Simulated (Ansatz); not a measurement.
Li$_{3}$N:
```xyz
4
Lattice="3.6344 0.0000 0.0000 -1.8172 3.1474 0.0000 0.0000 0.0000 3.8648" Properties=species:S:1:pos:R:3 pbc="T T T"
Li     0.0000     0.0000     1.9324
Li     0.0000     2.0983     0.0000
Li     1.8172     1.0491     0.0000
N      0.0000     0.0000     0.0000
```

Relaxed with PBE.

Q: Give the Bader charges and basin volumes of the independent atoms, DFT-PBE in the program Ansatz with PAW potentials.

A: 

| atom | Bader charge (e) | Bader volume (Å³) |
|---|---|---|
| Li1 | +0.83 | 4.1 |
| Li2 | +0.82 | 3.6 |
| N4 | -2.48 | 32.9 |

Space group P6/mmm. The PBE relaxation kept the symmetry of its start. At this level the phase is dynamically unstable (imaginary phonons).

Potentials: the later of the program's two PAW sets.
